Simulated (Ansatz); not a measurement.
Crystal: Be2C.

```
C Be
1.0
     0.00000    2.16500    2.16500
     2.16500    0.00000    2.16500
     2.16500    2.16500    0.00000
C Be
1 2
Direct
  0.00000 0.00000 0.00000
  0.75000 0.75000 0.75000
  0.25000 0.25000 0.25000
```

A run of Ansatz 0.2.0 on this cell left the log below. Logs are shortened: lines on timing, memory, paths and dates and some standing lists are left out, and cuts for length are marked.

```text
Warning: RAYON_NUM_THREADS=2 ignored (pool sized by the plan → 2); use --threads N
The last accepted step is kept in <dir> (removed where the run ends without a failure and the disk answers)
LAPW: plane waves up to 8.501 Å⁻¹, error target 2.0e-3 eV per atom; small_component_spin mean_spin; Be in spheres of 0.847 Å, 4 of its electrons in bands, Dirac shells []; C in spheres of 0.971 Å, 6 of its electrons in bands, Dirac shells [] (how accurate: hamiltonian.pseudopotentials.lapw.basis_error, Limitations)
Engine: ansatz 0.2.0, x86_64-unknown-linux-gnu
Pseudopotentials: kind: all_electron
Pseudopotential: C, LAPW, valence charge 6, lapw/all_electron/scalar/gaussian/C, Koelling and Harmon's equation, gaussian nucleus
Pseudopotential: Be, LAPW, valence charge 4, lapw/all_electron/scalar/gaussian/Be, Koelling and Harmon's equation, gaussian nucleus
Functional definition: PBEsol
  exchange = pbesol_x
  correlation = pbesol_c
Crystal: 3 atoms, lattice volume = 20.296 Å³
Basis set: ecut = 275.3452752688879 eV, 181 PW (Γ), exchange–correlation at level 2
Bands: 11, of which v1, the nominal top of the filled ones, is band 7 counted from 1 (6 counted from 0)
Symmetry: 48 space group operations
Space group: Fm-3m (ITA 225), of the structure as read, at distance tolerance 2.7e-5 Å
k-points: 56 of 1331
Non-local potential: C, projectors of the file, none
Non-local potential: Be, projectors of the file, none
Initial density: superposition of atomic densities (chi_scale 0.1, normalization cell, long waves kept (reshape's long-wave potential 0.00 eV rms))
Initial wavefunctions: plane waves of lowest kinetic energy (no species holds an atomic orbital)
Functional: x = pbesol(κ = 0.804, μ = 0.12345679012345678), c = pbesol(β = 0.046)
iter 1 solved again at ethr=1.82e-2 eV; its pass at ethr=1.00e-1 eV (dr2=2.55e0 eV) is discarded
SCF iter   1: F=—  HF=-1833.462242 eV  |F-HF|=—  |Δ(HF+E_count)|=         —  Δρ=9.96e-2  dr2=2.55e0  ethr=1.82e-2  ⟨swp⟩=2.0  Hψ=4585  notcnv=0
preconditioner: auto → none  [insulator: Δε(μ)=2.719 eV  Ē_g=14.432 eV  σ=0.050 eV  W_gap=1.00  n_scr=8 (ndim 8)  ℏωp=23.3 eV  f_vac=0.000  D(μ)=0.00/eV (n_scr^D=0)  ε∞_Penn≈3.6]
iter 2 solved again at ethr=6.09e-4 eV; its pass at ethr=1.82e-2 eV (dr2=8.52e-2 eV) is discarded
SCF iter   2: F=—  HF=-1832.475756 eV  |F-HF|=—  |Δ(HF+E_count)|=   9.86e-1  Δρ=2.40e-2  dr2=8.54e-2  ethr=6.09e-4  ⟨swp⟩=2.1  Hψ=3292  notcnv=0
SCF iter   3: F=—  HF=-1832.411000 eV  |F-HF|=—  |Δ(HF+E_count)|=         —  Δρ=1.11e-2  dr2=2.52e-2  ethr=6.09e-4  ⟨swp⟩=2.4  Hψ=1871  notcnv=0
the basis was enlarged: its passes take 69.3 KiB over the memory plan, 2 of 2 planned eigensolver slots
[... 43 lines left out ...]
SCF 5 converged in 2 iterations: F = -1832.400463 eV  dr2 = 6.02e-9
relax step   5: F+E_penalty+E_count = -1832.40046327 eV  Δ(F+E_penalty+E_count) = +1.490e-6 eV  max|allowed force component| = 5.127e-17 eV/Å  Δτ_max = 0.0000 Å  P = +4.995 GPa  Ω = 19.548 Å³  stress off target by 4.68e-3 GPa  SCF on the basis re-selected at this cell (its energy is not comparable with the rows above)  (2 SCF iters)
basis re-selected at this cell: Δ(F+E_penalty+E_count) = +1.490e-6 eV, ΔP = +0.001 GPa vs the last step (what re-selecting the basis moved, after the strain that the cell walked since its last selection, with what the two solves' SCF thresholds leave and, on support functions, any second-order correction that the steps lacked; it is no measure of the basis error at this ecutwfc). This SCF's stress stands 4.68e-3 GPa from its target on what of the cell is left free (relax.cell.stress_tol is 5.00e-2 GPa) and its largest allowed force component is 5.13e-17 eV/Å (relax.f_tol is 1.00e-2 eV/Å): within both
SCF converged after 2 iterations
Free energy (F): -1832.400463 eV
Harris-Foulkes:  -1832.400463 eV  (|F-HF|=2.13e-9)
Internal energy: -1832.400463 eV  (E = F + TS)
E sigma→0 (E₀):  -1832.400463 eV
Entropy (-TS):   -0.000000 eV (-0.000 meV/atom)
Fermi energy:    11.042941 eV
--- Per-component energies (eV) ---
  E_band       = -827.111939
  E_kinetic    = 1824.146750
  E_xc         = -298.582512
  E_electrostatic = -3357.964701  (all electrons and nuclei)
  E_smearing   = -0.000000  (= −TS)
  E_closure    = 0.000000  (closes the sum)
  E_atoms      = -1814.012060  (free atoms, spherical and without spin; not in F)
  Σ components = -1832.400463   (vs F -1832.400463, Δ=0.00e0)
  Basis errors (estimates in eV, not in F): energy 1.0e-3 per atom: plane waves 1.0e-3 (5.9e-4 summed), levels above the bands 5.7e-59, relativity 3.5e-9, radial functions 1.2e-5, core shells 0.0e0; eigenvalues (radial functions only) 8.0e-6; not estimated: angular momenta, meshes, grids; target (lapw.basis_error) 2.0e-3; muffin-tin radii Be 0.837 Å, C 0.959 Å
--- Forces (eV/Å), atoms counted from 1 ---
  atom   1  C      0.00000000     0.00000000     0.00000000
  atom   2  Be    -0.00000000    -0.00000000    -0.00000000
  atom   3  Be    -0.00000000     0.00000000     0.00000000
  max |Σ_I F_I| component: 9.25e-18 eV/Å
--- Stress (GPa, compression-positive) ---
        4.995321       0.000000      -0.000000
        0.000000       4.995321       0.000000
       -0.000000       0.000000       4.995321
  P = ⅓ Tr σ = 4.9953 GPa (49.953 kbar)
--- Relaxed structure (4 steps of the walk, 4 accepted, 1 SCFs on fresh bases) ---
  F+E_penalty+E_count = -1832.40046327 eV   max|allowed force component| = 5.127e-17 eV/Å   (the final SCF, on the basis selected at the relaxed cell)
  cell:  # Å, volume = 19.5479 Å³
    - [4.259412558748655e-35, 2.1380778566819907, 2.1380778566819907]
    - [2.1380778566819907, 7.225078312269919e-35, 2.1380778566819907]
    - [2.1380778566819907, 2.1380778566819907, -6.269696056101995e-35]
  atoms:
    - { symbol: C, position: [-6.718144773290734e-36, -9.884167022772576e-36, -9.420846693580109e-36] }
    - { symbol: Be, position: [0.7500000000000001, 0.7500000000000001, 0.7500000000000001] }
    - { symbol: Be, position: [0.25000000000000006, 0.25000000000000006, 0.25000000000000006] }
```

Problem. Write the input and the command behind it.

Solution. Relaxation of cell and atoms with PBEsol, no spin polarisation. The files as run (others can give the same):

input.yaml
```yaml
crystal:
  lattice:
    - [0.0, 2.165, 2.165]
    - [2.165, 0.0, 2.165]
    - [2.165, 2.165, 0.0]
  atoms:
    - { symbol: C, position: [0.0, 0.0, 0.0] }
    - { symbol: Be, position: [0.75, 0.75, 0.75] }
    - { symbol: Be, position: [0.25, 0.25, 0.25] }
kpoints:
  mp_grid: { grid: [11, 11, 11] }
scf:
  occupations: { method: fermi_dirac, width: 0.05 }
hamiltonian:
  xc: pbesol
  pseudopotentials: { kind: all_electron, lapw: { basis_error: 0.002 } }
output:
  forces: true
  stress: true
relax:
  f_tol: 0.01
  max_steps: 60
  cell: { p_target: 5 }
```

Potentials or basis: all-electron LAPW, scalar-relativistic.
Run with:
```console
$ ansatz run input.yaml --threads 2 --pin off --max-ram 8192MiB --backend cpu --events-out ev --progress --plain --runs-dir out
```

Caveat: an odd mesh through Γ misses points on the zone boundary, where band edges often lie.
